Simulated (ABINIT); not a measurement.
A run of ABINIT 10.8.3 (patched build):

Contents of run.abi:

```
pp_dirpath "./"
pseudos "C.upf"

acell 3*1.0
rprim
     4.6414889220     0.0000000000     0.0000000000
    -2.3207444610     4.0196473179     0.0000000000
     0.0000000000     0.0000000000    16.1076538906
ntypat 1
znucl 6
natom 2
typat 1 1
xred
     0.6666666667     0.3333333333     0.0000000000
     0.3333333333     0.6666666667     0.0000000000

ecut 31.0

kptopt 1
ngkpt 9 9 2
nshiftk 1
shiftk 0.0 0.0 0.0

ixc 7

nband 8
occopt 3
tsmear 0.05 eV

nstep 100
tolvrs 1.0e-10

iomode 3
prtwf 0
prtden 0
prteig 0
prtebands 0
enunit 2
```

Potentials or basis: PseudoDojo NC SR LDA v0.4.1 standard.

Run with:

```console
$ abinit run.abi > log 2>&1
```

Hardware: 1 thread of AMD EPYC 9R45 96-Core Processor (Zen 5) (shared host).

**Question.** Estimate the wall time of this run.

**Answer.** Run time: 7.1 s on 1 thread of AMD EPYC 9R45 96-Core Processor (Zen 5) (shared host), peak memory 0.07 GiB. Counts: scf iterations 11, mpi ranks 1, k points 24, bands 8, plane waves 2492.
